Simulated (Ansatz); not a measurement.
A 2-atom cell of RbCl started from a crystallographic database, relaxed with r2SCAN, was run in Ansatz 0.2.0 under altered settings. All numbers are computed, without spin polarisation but where a row says otherwise.

```
Rb Cl
1.0
     0.00000    3.30573    3.30573
     3.30573    0.00000    3.30573
     3.30573    3.30573    0.00000
Rb Cl
1 1
Direct
  0.00000 0.00000 0.00000
  0.50000 0.50000 0.50000
```

The base run's other keys:
```yaml
kpoints:
  mp_grid: { grid: [4, 4, 4] }
hamiltonian:
  xc: hse06
scf:
  occupations: { method: fixed }
  n_extra_bands: 4
```

It takes 9 iterations with 1411 plane waves at 420 eV and 8 k points, and leaves a mean stress of +0.35 GPa. The gap over this mesh is 6.250 eV. It ran on 4 threads of Arm Neoverse N1 (shared host).

Outcomes, with energy and stress as changes against the base:
```csv
setting,outcome,ΔF (meV/atom),Δ mean stress (GPa),gap on the mesh (eV),iterations,wall time
"PBE hybrid, exx coeff 0.75, omega 0.1 1/Å",converged,–,-0.6,10.028,13,11 s
"PBE hybrid, exx coeff 0.75, unscreened",converged,–,-0.6,11.197,15,11 s
"PBE hybrid, exx coeff 1.0, unscreened",converged,–,-0.9,13.348,15,12 s
scf.mixing.preconditioner: kerker,converged,0.0,0.0,6.250,11,8.8 s
```
A dash marks a value that wasn't obtained or can't be compared. Stress is positive in compression. The base took 8.8 s.

- PBE hybrid, exx coeff 0.75, omega 0.1 1/Å. That is 75 % exact exchange, screened with ω = 0.1 1/Å, against HSE06's 25 % screened at 0.208 1/Å. The mean stress moves by -0.6 GPa and the gap on the mesh by +3.778 eV (to 10.028). Totals of different functionals aren't comparable. The program warns that on this mesh the truncation of the exchange isn't bounded, so part of the change can be an error of the mesh.
- PBE hybrid, exx coeff 0.75, unscreened. That is 75 % exact exchange, at all ranges, against HSE06's 25 % screened at 0.208 1/Å. The mean stress moves by -0.6 GPa and the gap on the mesh by +4.947 eV (to 11.197). Totals of different functionals aren't comparable.
- PBE hybrid, exx coeff 1.0, unscreened. That is 100 % exact exchange, at all ranges, against HSE06's 25 % screened at 0.208 1/Å. The mean stress moves by -0.9 GPa and the gap on the mesh by +7.098 eV (to 13.348). Totals of different functionals aren't comparable.

Within 1 meV an atom, 0.1 GPa and 0.005 eV of the base stay: scf.mixing.preconditioner: kerker.

The stress of a hybrid is loosely converged in these runs.

The meshes of the hybrids are coarse, so their gaps aren't converged to the digits shown.
